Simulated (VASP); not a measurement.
# Ir (P6_3/mmc) in VASP: a series of runs

The runs below take Ir through single point, relaxation of cell and atoms, with PBE.

Everything below comes from runs of VASP 6.6.1. Logs are shortened: lines on timing, memory, paths and dates and some standing lists are left out, and cuts for length are marked.

**1. The structure**

The structure is hexagonal, space group P6_3/mmc (No. 194). Conventional cell: a = 2.748 Å, b = 2.748 Å, c = 4.452 Å, α = 90.00°, β = 90.00°, γ = 120.00°. Ir (site symmetry -6m2) is surrounded by 12 Ir at 2.73 to 2.75 Å.

The cell was built by a generator and needn't be a form met in nature.

**2. Single point, PBE**

Contents of INCAR:

```
PREC = Accurate
ENCUT = 520
EDIFF = 1E-6
ISMEAR = 0
SIGMA = 0.05
LREAL = F
LASPH = T
NELM = 100
ALGO = Fast
ISIF = 2
LWAVE = F
LCHARG = T
GGA = PE
LELF = T
LVHAR = T
NBANDS = 16
```

Contents of KPOINTS:

```
regular mesh
0
Gamma
  18 18 10
```

Contents of POSCAR:

```
Ir
1.0
    2.7480996037      0.0000000000      0.0000000000
   -1.3740498019      2.3799240690      0.0000000000
    0.0000000000      0.0000000000      4.4521723507
Ir
2
Direct
    0.3333333333      0.6666666667      0.7500000000
    0.6666666667      0.3333333333      0.2500000000
```

Potentials or basis: VASP PAW PBE potentials, release 64 (Ir).

The run is started by

```bash
> cat potpaw_PBE.64/Ir/POTCAR > POTCAR
> mpirun -np 1 vasp_std > vasp.out
```

OUTCAR:

```text
PREC = Accurate
   ENCUT = 520
   EDIFF = 1E-6
   ISMEAR = 0
   LREAL = F
   LASPH = T
   NELM = 100
   ISIF = 2
   GGA = PE

 ion  position               nearest neighbor table
   1  0.333  0.667  0.750-   2 2.73   2 2.73   2 2.73   2 2.73   2 2.73   2 2.73
   2  0.667  0.333  0.250-   1 2.73   1 2.73   1 2.73   1 2.73   1 2.73   1 2.73

  LATTYP: Found a hexagonal cell.
 ALAT       =     2.7480996037
 C/A-ratio  =     1.6200913332

  Lattice vectors:

 A1 = (   2.7480996037,   0.0000000000,   0.0000000000)
 A2 = (  -1.3740498019,   2.3799240690,   0.0000000000)
 A3 = (   0.0000000000,   0.0000000000,   4.4521723507)

Analysis of symmetry for initial positions (statically):
=====================================================================
 Subroutine PRICEL returns:
 Original cell was already a primitive cell.

 Routine SETGRP: Setting up the symmetry group for a
 hexagonal supercell.

 Subroutine GETGRP returns: Found 24 space group operations
 (whereof 12 operations were pure point group operations)
 out of a pool of 24 trial point group operations.

The static configuration has the point symmetry D_3d.
 The point group associated with its full space group is D_6h.

Analysis of symmetry for dynamics (positions and initial velocities):
=====================================================================
 Subroutine PRICEL returns:
 Original cell was already a primitive cell.

 Routine SETGRP: Setting up the symmetry group for a
 hexagonal supercell.

 Subroutine GETGRP returns: Found 24 space group operations
 (whereof 12 operations were pure point group operations)
 out of a pool of 24 trial point group operations.

The dynamic configuration has the point symmetry D_3d.
 The point group associated with its full space group is D_6h.

 Subroutine INISYM returns: Found 24 space group operations
 (whereof 12 operations are pure point group operations),
 and found     1 'primitive' translations

----------------------------------------------------------------------------------------

                                     Primitive cell

  volume of cell :      29.1184

  direct lattice vectors                    reciprocal lattice vectors
     2.748099604  0.000000000  0.000000000     0.363887829  0.210090736  0.000000000
    -1.374049802  2.379924069  0.000000000     0.000000000  0.420181473  0.000000000
     0.000000000  0.000000000  4.452172351     0.000000000  0.000000000  0.224609454

  length of vectors
     2.748099604  2.748099604  4.452172351     0.420181473  0.420181473  0.224609454

  position of ions in fractional coordinates (direct lattice)
     0.333333333  0.666666667  0.750000000
     0.666666667  0.333333333  0.250000000

  ion indices of the primitive-cell ions
   primitive index   ion index
                 1           1
                 2           2

----------------------------------------------------------------------------------------

 KPOINTS: regular mesh

Automatic generation of k-mesh.
 Grid dimensions read from file:
 generate k-points for:   18   18   10

 Generating k-lattice:

  Cartesian coordinates                     Fractional coordinates (reciprocal lattice)
     0.020215991  0.011671708  0.000000000     0.055555556  0.000000000  0.000000000
     0.000000000  0.023343415  0.000000000     0.000000000  0.055555556  0.000000000
     0.000000000  0.000000000  0.022460945     0.000000000  0.000000000  0.100000000

  Length of vectors
     0.023343415  0.023343415  0.022460945

  Shift w.r.t. Gamma in fractional coordinates (k-lattice)
     0.000000000  0.000000000  0.000000000

 Subroutine IBZKPT returns following result:
 ===========================================

 Found    222 irreducible k-points:

 Following reciprocal coordinates:
            Coordinates               Weight
  0.000000  0.000000  0.000000      1.000000
  0.055556  0.000000  0.000000      6.000000
  0.111111  0.000000  0.000000      6.000000
  0.166667  0.000000  0.000000      6.000000
  0.222222  0.000000  0.000000      6.000000
  0.277778  0.000000  0.000000      6.000000
[... 16 lines left out ...]
  0.333333  0.111111  0.000000     12.000000
  0.388889  0.111111  0.000000     12.000000
 [... further k-points ...]
   k-points           NKPTS =    222   k-points in BZ     NKDIM =    222   number of bands    NBANDS=     16
   number of dos      NEDOS =    301   number of ions     NIONS =      2
   total plane-waves  NPLWV =  14400
   dimension x,y,z NGX =    20 NGY =   20 NGZ =   36
   dimension x,y,z NGXF=    40 NGYF=   40 NGZF=   72
   ions per type =               2
   NGX,Y,Z   is equivalent  to a cutoff of  12.10, 12.10, 13.44 a.u.
   NGXF,Y,Z  is equivalent  to a cutoff of  24.20, 24.20, 26.89 a.u.
 SYSTEM =  unknown system
   PREC   = accura    normal or accurate (medium, high low for compatibility)
   ISTART =      0    job   : 0-new  1-cont  2-samecut
   ICHARG =      2    charge: 1-file 2-atom 10-const
   ISPIN  =      1    spin polarized calculation?
   LNONCOLLINEAR =      F non collinear calculations
   LSORBIT =      F    spin-orbit coupling
   LASPH  =      T    aspherical Exc in radial PAW
   ENCUT  =  520.0 eV  38.22 Ry    6.18 a.u.   5.11  5.11  8.28*2*pi/ulx,y,z
   NELM   =    100;   NELMIN=  2; NELMDL= -5     # of ELM steps
   EDIFF  = 0.1E-05   stopping-criterion for ELM
   LREAL  =      F    real-space projection
   EDIFFG = 0.1E-04   stopping-criterion for IOM
   NSW    =      0    number of steps for IOM
   IBRION =     -1    ionic relax: 0-MD 1-quasi-New 2-CG
   NFREE  =      0    steps in history (QN), initial steepest desc. (CG)
   ISIF   =      2    stress and relaxation
   ISYM   =      2    0-nonsym 1-usesym 2-fastsym
   POTIM  = 0.5000    time-step for ionic-motion
   TEBEG  =    0.0;   TEEND  =   0.0 temperature during run
   PSTRESS=    0.0 pullay stress
   NELECT =      18.0000    total number of electrons
   NUPDOWN=      -1.0000    fix difference up-down
   EMIN   =  10.00;   EMAX   =-10.00  energy-range for DOS
   EFERMI =   0.00;   METHOD = LEGACY
   ISMEAR =     0;   SIGMA  =   0.05  broadening in eV -4-tet -1-fermi 0-gaus
   EFERMI_NEDOS =   21; number of points for ismear=-14 and -15
   IALGO  =     68    algorithm
   IMIX   =      4    mixing-type and parameters
     AMIX     =   0.40;   BMIX     =  1.00
     AMIX_MAG =   1.60;   BMIX_MAG =  1.00
  volume/ion in A,a.u.               =      14.56        98.25
  Fermi-wavevector in a.u.,A,eV,Ry     =   1.394579  2.635372 26.461303  1.944851
  Thomas-Fermi vector in A             =   2.518114
   LORBIT       =      0    0 simple, 1 ext, 2 COOP (PROOUT), +10 PAW based schemes
   GGA     = PE    functional components
   LHFCALC =     F    Hartree Fock is set to
   AEXX    =    0.0000 exact exchange contribution
   IVDW    =     0    specifies the selected vdW correction
   LEPSILON=     F    determine dielectric tensor
   LRPA    =     F    only Hartree local field effects (RPA)
 non-spin polarized calculation
 RMM-DIIS sequential band-by-band and
 Gauss-broadening in eV      SIGMA  =   0.05
  energy-cutoff  :      520.00
  volume of cell :       29.12
 maximum number of plane-waves:       798
   NGX = 11   NGY = 11   NGZ = 17

 number of electron      18.0000000 magnetization

 Free energy of the ion-electron system (eV)
  ---------------------------------------------------
  ext. energy  EPLUGINS =         0.00000000
  ---------------------------------------------------
  free energy    TOTEN  =       -17.55480023 eV

  energy without entropy =      -17.55228376  energy(sigma->0) =      -17.55354199

 E-fermi :  10.0379     XC(G=0): -13.8172

 val. band max:       10.0337211247   @ k =   0.3333   0.3333   0.1000
 cond. band min:      10.0501879161   @ k =   0.3333   0.0000   0.4000
 fundamental gap:      0.0164667914
 Fermi energy:        10.0378605305

 k-point     1 :       0.0000    0.0000    0.0000
  band No.  band energies     occupation
      1      -0.8981      2.00000
      2       2.1391      2.00000
      3       6.2514      2.00000
      4       6.3441      2.00000
      5       6.3441      2.00000
      6       6.9757      2.00000
[... 8 lines left out ...]
     15      26.4681      0.00000
     16      27.4643      0.00000

 k-point     2 :       0.0556    0.0000    0.0000
  band No.  band energies     occupation
      1      -0.7804      2.00000
      2       2.2442      2.00000
      3       6.0223      2.00000
      4       6.4421      2.00000
      5       6.5485      2.00000
      6       6.9114      2.00000
[... 8 lines left out ...]
     15      26.6234      0.00000
     16      27.6469      0.00000

 k-point     3 :       0.1111    0.0000    0.0000
  band No.  band energies     occupation
      1      -0.4362      2.00000
      2       2.5394      2.00000
      3       5.7081      2.00000
      4       6.6767      2.00000
      5       6.7318      2.00000
      6       6.8876      2.00000
[... 8 lines left out ...]
     15      27.0346      0.00000
     16      27.9668      0.00000

 k-point     4 :       0.1667    0.0000    0.0000
  band No.  band energies     occupation
      1       0.1054      2.00000
      2       2.9492      2.00000
      3       5.4013      2.00000
      4       6.2253      2.00000
      5       6.4546      2.00000
      6       7.1954      2.00000
[... 8 lines left out ...]
     15      27.2931      0.00000
     16      27.6382      0.00000
[... 324 lines left out ...]
 k-point    22 :       0.2778    0.1111    0.0000
  band No.  band energies     occupation
      1       2.4730      2.00000
      2       3.5228      2.00000
      3       4.1096      2.00000
      4       5.2531      2.00000
      5       6.0733      2.00000
      6       6.5433      2.00000
[... 8 lines left out ...]
     15      22.0243      0.00000
     16      25.0850      0.00000

 k-point    23 :       0.3333    0.1111    0.0000
  band No.  band energies     occupation
      1       2.8956      2.00000
      2       3.3096      2.00000
      3       3.7331      2.00000
      4       5.6795      2.00000
      5       5.9850      2.00000
      6       6.7796      2.00000
[... 8 lines left out ...]
     15      20.8059      0.00000
     16      24.5642      0.00000

 k-point    24 :       0.3889    0.1111    0.0000
  band No.  band energies     occupation
      1       3.0748      2.00000
      2       3.1699      2.00000
      3       3.5026      2.00000
      4       5.9549      2.00000
      5       6.1143      2.00000
      6       6.5953      2.00000
[... 8 lines left out ...]
     15      20.4002      0.00000
     16      23.0932      0.00000

 [... further k-points ...]

------------------------ aborting loop because EDIFF is reached ----------------------------------------

  FORCE on cell =-STRESS in cart. coord.  units (eV):
  Direction    XX          YY          ZZ          XY          YZ          ZX
  --------------------------------------------------------------------------------------
  -------------------------------------------------------------------------------------
  Total        0.0919429      0.0919429      0.0976025     -0.0000000      0.0000000      0.0000000
  in kB        5.0589601      5.0589601      5.3703680     -0.0000000      0.0000000      0.0000000
  external PRESSURE =       5.1627627 kB  Pullay stress =       0.0000000 kB

 VOLUME and BASIS-vectors are now :
 -----------------------------------------------------------------------------
  energy-cutoff  :      520.00
  volume of cell :       29.12
      direct lattice vectors                 reciprocal lattice vectors
     2.748099604  0.000000000  0.000000000     0.363887829  0.210090736  0.000000000
    -1.374049802  2.379924069  0.000000000     0.000000000  0.420181473  0.000000000
     0.000000000  0.000000000  4.452172351     0.000000000  0.000000000  0.224609454

 POSITION                                       TOTAL-FORCE (eV/Angst)
 -----------------------------------------------------------------------------------
     -0.00000      1.58662      3.33913        -0.000000     -0.000000      0.000000
      1.37405      0.79331      1.11304         0.000000      0.000000      0.000000
 -----------------------------------------------------------------------------------
    total drift:                               -0.000000      0.000000     -0.000000

  FREE ENERGIE OF THE ION-ELECTRON SYSTEM (eV)
  ---------------------------------------------------
  free  energy   TOTEN  =       -17.5548002266 eV

  energy  without entropy=      -17.5522837564  energy(sigma->0) =      -17.55354199
```

It took 74 s on 1 thread of Intel Xeon Platinum 8488C (Sapphire Rapids), shared host; peak memory 0.2 GiB.

What came out:

```
Free energy            : -17.5548 eV
Pressure               : 0.5 GPa
Band gap on the k mesh : none (metal or under the smearing width)
```

[end of part 1 of 2]
